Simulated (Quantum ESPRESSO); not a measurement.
# SnTe (F-43m) in Quantum ESPRESSO: energy-loss spectrum with LDA

Aim: the energy-loss spectrum of SnTe with LDA.

All numbers are computed with Quantum ESPRESSO 7.5; they aren't measurements. Logs are shortened: lines on timing, memory, paths and dates and some standing lists are left out, and cuts for length are marked.

## (1) The structure

The structure is cubic, space group F-43m (No. 216). The conventional cell has a = 7.222 Å, b = 7.222 Å, c = 7.222 Å, α = 90.00°, β = 90.00°, γ = 90.00°. Around Te (site symmetry -43m) lie 4 Sn at 3.13 Å. Sn (site symmetry -43m) is surrounded by 4 Te at 3.13 Å.

Measurements of this composition are mostly on another form, of space group No. 225.

## (2) Energy-loss spectrum, LDA

The input, pw.in:

```
&CONTROL
  calculation = 'scf'
  prefix = 'pwscf'
  outdir = './tmp'
  pseudo_dir = './pseudo'
  tprnfor = .true.
  tstress = .true.
  disk_io = 'low'
/
&SYSTEM
  ibrav = 0
  nat = 2
  ntyp = 2
  ecutwfc = 68
  ecutrho = 544
  nbnd = 16
  occupations = 'smearing'
  smearing = 'gaussian'
  degauss = 0.01999163
/
&ELECTRONS
  conv_thr = 4d-10
  electron_maxstep = 120
  mixing_beta = 0.5
  diago_david_ndim = 3
  startingwfc = 'atomic'
/
ATOMIC_SPECIES
Te   127.6000 te_lda_v1.uspp.F.UPF
Sn   118.7100 sn_lda_v1.4.uspp.F.UPF
CELL_PARAMETERS angstrom
   0.0000000000    3.6111460000    3.6111460000
   3.6111460000    0.0000000000    3.6111460000
   3.6111460000    3.6111460000    0.0000000000
ATOMIC_POSITIONS crystal
Te     0.2500000000    0.2500000000    0.2500000000
Sn     0.0000000000    0.0000000000    0.0000000000
K_POINTS automatic
6 6 6 0 0 0
```

The input, scf2.in:

```
&CONTROL
  calculation = 'scf'
  prefix = 'pwscf'
  outdir = './tmp'
  pseudo_dir = './pseudo'
  tprnfor = .true.
  tstress = .true.
  disk_io = 'low'
/
&SYSTEM
  ibrav = 0
  nat = 2
  ntyp = 2
  ecutwfc = 68
  ecutrho = 544
  nbnd = 16
  occupations = 'fixed'
/
&ELECTRONS
  conv_thr = 1d-11
  electron_maxstep = 120
  mixing_beta = 0.5
  diago_david_ndim = 3
  startingwfc = 'file'
  startingpot = 'file'
/
ATOMIC_SPECIES
Te   127.6000 te_lda_v1.uspp.F.UPF
Sn   118.7100 sn_lda_v1.4.uspp.F.UPF
CELL_PARAMETERS angstrom
   0.0000000000    3.6111460000    3.6111460000
   3.6111460000    0.0000000000    3.6111460000
   3.6111460000    3.6111460000    0.0000000000
ATOMIC_POSITIONS crystal
Te     0.2500000000    0.2500000000    0.2500000000
Sn     0.0000000000    0.0000000000    0.0000000000
K_POINTS automatic
6 6 6 0 0 0
```

The input, eels.in:

```
&LR_INPUT
  prefix = 'pwscf'
  outdir = './tmp'
  restart_step = 5000
  restart = .false.
/
&LR_CONTROL
  calculator = 'lanczos'
  approximation = 'TDDFT'
  q1 = 0.4692664975
  q2 = 0.4692664975
  q3 = 0.4692664975
  itermax = 400
/
```

The input, spectrum.in:

```
&LR_INPUT
  prefix = 'pwscf'
  outdir = './tmp'
  eels = .true.
  itermax0 = 400
  itermax = 20000
  extrapolation = 'osc'
  epsil = 0.02
  units = 1
  start = 0
  end = 40
  increment = 0.2
/
```

The input, spectrum_short.in:

```
&LR_INPUT
  prefix = 'pwscf'
  outdir = './tmp'
  eels = .true.
  itermax0 = 266
  itermax = 20000
  extrapolation = 'osc'
  epsil = 0.02
  units = 1
  start = 0
  end = 40
  increment = 0.2
/
```

Potentials or basis: GBRV 1.5 LDA.

Run with:

```sh
$ OMP_NUM_THREADS=1 pw.x -in pw.in > pw.out
$ OMP_NUM_THREADS=1 pw.x -in scf2.in > scf2.out
$ OMP_NUM_THREADS=1 turbo_eels.x -in eels.in > eels.out
$ OMP_NUM_THREADS=1 turbo_spectrum.x -in spectrum.in > spectrum.out
$ OMP_NUM_THREADS=1 turbo_spectrum.x -in spectrum_short.in > spectrum_short.out
```

pw.out:

```text
This program is part of the open-source Quantum ESPRESSO suite
     for quantum simulation of materials; please cite
[... 9 lines left out ...]
     --------------------
     sticks:   dense  smooth     PW     G-vecs:    dense   smooth      PW
     Sum        3481    1759    499               135995    48119    7391

     Using Slab Decomposition

     bravais-lattice index     =            0
     lattice parameter (alat)  =       9.6507  a.u.
     unit-cell volume          =     635.5676 (a.u.)^3
     number of atoms/cell      =            2
     number of atomic types    =            2
     number of electrons       =        20.00
     number of Kohn-Sham states=           16
     kinetic-energy cutoff     =      68.0000  Ry
     charge density cutoff     =     544.0000  Ry
     scf convergence threshold =      4.0E-10
     mixing beta               =       0.5000
     number of iterations used =            8  plain     mixing
     Exchange-correlation=  SLA  PZ   NOGX NOGC
                           (   1   1   0   0   0   0   0)

     celldm(1)=   9.650702  celldm(2)=   0.000000  celldm(3)=   0.000000
     celldm(4)=   0.000000  celldm(5)=   0.000000  celldm(6)=   0.000000

     crystal axes: (cart. coord. in units of alat)
               a(1) = (   0.000000   0.707107   0.707107 )
               a(2) = (   0.707107   0.000000   0.707107 )
               a(3) = (   0.707107   0.707107   0.000000 )

     reciprocal axes: (cart. coord. in units 2 pi/alat)
               b(1) = ( -0.707107  0.707107  0.707107 )
               b(2) = (  0.707107 -0.707107  0.707107 )
               b(3) = (  0.707107  0.707107 -0.707107 )

     PseudoPot. # 1 for Te read from file:
     te_lda_v1.uspp.F.UPF
     Pseudo is Ultrasoft + core correction, Zval =  6.0
     Generated by new atomic code, or converted to UPF format
     Using radial grid of  891 points,  5 beta functions with:
                l(1) =   0
                l(2) =   0
                l(3) =   1
                l(4) =   1
                l(5) =   2
     Q(r) pseudized with  6 coefficients,  rinner =    1.800   1.800   1.800
                                                       1.800   1.800

     PseudoPot. # 2 for Sn read from file:
     sn_lda_v1.4.uspp.F.UPF
     Pseudo is Ultrasoft + core correction, Zval = 14.0
     Generated by new atomic code, or converted to UPF format
     Using radial grid of  891 points,  6 beta functions with:
                l(1) =   0
                l(2) =   0
                l(3) =   1
                l(4) =   1
                l(5) =   2
                l(6) =   2
     Q(r) pseudized with  8 coefficients,  rinner =    1.350   1.350   1.350
                                                       1.350   1.350

     atomic species   valence    mass     pseudopotential
     Te                6.00   127.60000     Te( 1.00)
     Sn               14.00   118.71000     Sn( 1.00)

     24 Sym. Ops. (no inversion) found

   Cartesian axes

     site n.     atom                  positions (alat units)
         1        Te     tau(   1) = (   0.3535534   0.3535534   0.3535534  )
         2        Sn     tau(   2) = (   0.0000000   0.0000000   0.0000000  )

     number of k points=    16  Gaussian smearing, width (Ry)=  0.0200
                       cart. coord. in units 2pi/alat
        k(    1) = (   0.0000000   0.0000000   0.0000000), wk =   0.0092593
        k(    2) = (   0.1178511   0.1178511  -0.1178511), wk =   0.0740741
        k(    3) = (   0.2357023   0.2357023  -0.2357023), wk =   0.0740741
        k(    4) = (  -0.3535534  -0.3535534   0.3535534), wk =   0.0370370
        k(    5) = (   0.2357023   0.0000000  -0.0000000), wk =   0.0555556
        k(    6) = (   0.3535534   0.1178511  -0.1178511), wk =   0.2222222
[... 8 lines left out ...]
        k(   15) = (  -0.1178511  -0.3535534   0.5892557), wk =   0.2222222
        k(   16) = (  -0.7071068   0.2357023   0.0000000), wk =   0.1111111

     Dense  grid:   135995 G-vectors     FFT dimensions: (  72,  72,  72)

     Smooth grid:    48119 G-vectors     FFT dimensions: (  54,  54,  54)

     Initial potential from superposition of free atoms

     starting charge      18.9998, renormalised to      20.0000
     Starting wfcs are   13 atomic +    3 random wfcs

     Self-consistent Calculation

     iteration #  1     ecut=    68.00 Ry     beta= 0.50
     Davidson diagonalization with overlap
     ethr =  1.00E-02,  avg # of iterations =  7.2

     total energy              =    -185.23935680 Ry
     estimated scf accuracy    <       0.67624273 Ry
[... 57 lines left out ...]
     iteration # 10     ecut=    68.00 Ry     beta= 0.50
     Davidson diagonalization with overlap
     ethr =  1.11E-11,  avg # of iterations =  2.6

     End of self-consistent calculation

          k = 0.0000 0.0000 0.0000 (  5985 PWs)   bands (ev):

   -17.9971 -17.9971 -17.9971 -17.9869 -17.9869  -7.9290  -1.6571   1.7609
     1.7609   1.7609   4.6387   4.6387   4.6387   7.5903  10.1228  10.1229

          k = 0.1179 0.1179-0.1179 (  6018 PWs)   bands (ev):

   -17.9975 -17.9968 -17.9968 -17.9869 -17.9869  -7.8159  -2.1560   1.5979
     1.5979   1.8303   4.8755   4.9096   4.9096   8.3955   9.5866   9.5866

          k = 0.2357 0.2357-0.2357 (  6039 PWs)   bands (ev):

   -17.9981 -17.9961 -17.9961 -17.9868 -17.9868  -7.5545  -3.0085   1.3364
     1.3364   1.6835   5.3083   5.3083   6.0010   9.0326   9.7271   9.7271

          k =-0.3536-0.3536 0.3536 (  6062 PWs)   bands (ev):

   -17.9984 -17.9958 -17.9958 -17.9868 -17.9868  -7.3987  -3.4079   1.2266
     1.2266   1.5682   5.4335   5.4335   6.9789   9.1978   9.9264  10.5665

          k = 0.2357 0.0000-0.0000 (  6022 PWs)   bands (ev):

   -17.9980 -17.9964 -17.9964 -17.9871 -17.9867  -7.7771  -2.2853   1.3513
     1.3513   2.3563   4.1839   5.3393   5.3393   8.5846   8.7644  10.4086

          k = 0.3536 0.1179-0.1179 (  6018 PWs)   bands (ev):

   -17.9986 -17.9959 -17.9958 -17.9872 -17.9865  -7.5591  -2.9529   0.9141
     1.0850   2.6127   4.3959   5.8549   5.9749   8.5461   9.6869  10.5229

          k =-0.2357-0.4714 0.4714 (  6012 PWs)   bands (ev):
[... 6 lines left out ...]
   -17.9984 -17.9957 -17.9957 -17.9869 -17.9868  -7.4054  -3.3382   0.4816
     1.2120   2.5150   5.3704   5.6086   6.2521   9.2829   9.4000  10.2264

          k = 0.0000-0.2357 0.2357 (  6023 PWs)   bands (ev):

   -17.9980 -17.9964 -17.9961 -17.9870 -17.9868  -7.6495  -2.7070   0.9050
     1.5068   2.3024   4.9096   5.1006   5.6990   9.0104   9.2627   9.6737

          k = 0.4714 0.0000-0.0000 (  6046 PWs)   bands (ev):

   -17.9997 -17.9950 -17.9950 -17.9875 -17.9863  -7.4139  -3.2889   0.7859
     0.7859   2.9111   3.8018   6.6794   6.6794   8.1070  10.5187  11.2485

          k =-0.1179-0.5893 0.5893 (  6017 PWs)   bands (ev):
[... 6 lines left out ...]
   -17.9991 -17.9952 -17.9950 -17.9871 -17.9865  -7.2404  -3.6458   0.1146
     0.8879   3.0564   5.2429   6.3685   6.4184   8.2674   9.8251  10.8423

          k =-0.7071 0.0000 0.0000 (  5962 PWs)   bands (ev):

   -18.0005 -17.9943 -17.9943 -17.9877 -17.9860  -7.1846  -3.7632   0.5651
     0.5651   2.9478   3.6807   7.5046   7.5046   8.9533   9.9714  11.9058

          k =-0.2357-0.4714 0.7071 (  6029 PWs)   bands (ev):
[... 6 lines left out ...]
   -17.9990 -17.9955 -17.9947 -17.9871 -17.9865  -7.2404  -3.6464   0.2056
     0.7248   3.2728   5.1042   5.9402   6.6874   8.5170  10.0547  10.8164

          k =-0.7071 0.2357 0.0000 (  6004 PWs)   bands (ev):

   -17.9997 -17.9951 -17.9943 -17.9874 -17.9863  -7.1823  -3.7494   0.3562
     0.4215   3.4779   4.4515   6.4123   6.9458   8.8765   9.9017  11.5772

     the Fermi energy is     3.6562 ev

!    total energy              =    -185.42409180 Ry
     estimated scf accuracy    <          1.1E-10 Ry
     smearing contrib. (-TS)   =      -0.00103842 Ry
     internal energy E=F+TS    =    -185.42305338 Ry

     The total energy is F=E-TS. E is the sum of the following terms:
     one-electron contribution =     -99.45681853 Ry
     hartree contribution      =      58.46738907 Ry
     xc contribution           =     -56.62590609 Ry
     ewald contribution        =     -87.80771783 Ry

     convergence has been achieved in  10 iterations

     Forces acting on atoms (cartesian axes, Ry/au):

     atom    1 type  1   force =     0.00000000   -0.00000000   -0.00000000
     atom    2 type  2   force =    -0.00000000    0.00000000    0.00000000

     Total force =     0.000000     Total SCF correction =     0.000000

     Computing stress (Cartesian axis) and pressure

          total   stress  (Ry/bohr**3)                   (kbar)     P=      -23.61
  -0.00016053   0.00000000   0.00000000          -23.61        0.00        0.00
   0.00000000  -0.00016053  -0.00000000            0.00      -23.61       -0.00
  -0.00000000   0.00000000  -0.00016053           -0.00        0.00      -23.61

=------------------------------------------------------------------------------=
   JOB DONE.
=------------------------------------------------------------------------------=
```

It took 43 min on 1 thread of Arm Neoverse V1, shared host; peak memory 1 GiB.

What came out:

* Free energy: -2522.8175 eV
* Pressure: -2.3 GPa
* Peak of the energy-loss function: 17.4 eV

Levels at points of the mesh, in eV from the Fermi level:
```tsv
k point	band 6	band 7	band 8	band 9	band 10	band 11	band 12	band 13	band 14	band 15
(0.00, 0.00, 0.00)	-11.59	-5.31	-1.90	-1.90	-1.90	0.98	0.98	0.98	3.93	6.47
(0.00, 0.00, -0.50)	-11.05	-7.06	-2.43	-2.43	-2.09	1.78	1.78	3.32	5.54	6.27
(0.00, -0.50, -0.50)	-10.84	-7.42	-3.09	-3.09	-0.71	0.02	3.85	3.85	5.30	6.32
```

Energy-loss function at q = [0.57735, 0.57735, 0.57735] (Å⁻¹, cartesian):
```tsv
energy (eV)	loss
0.0	0.000
1.8	0.009
3.4	0.081
5.2	0.172
7.0	0.257
8.6	0.346
10.4	0.433
12.2	0.483
13.8	0.556
15.6	0.781
17.4	1.004
19.0	0.869
20.8	0.672
22.4	0.552
24.2	0.392
26.0	0.236
27.6	0.154
29.4	0.113
31.2	0.098
32.8	0.094
34.6	0.091
36.4	0.090
38.0	0.085
39.8	0.073
```

Caveat: the Lanczos chain is short for so many electrons, so humps in the spectrum may be artefacts.
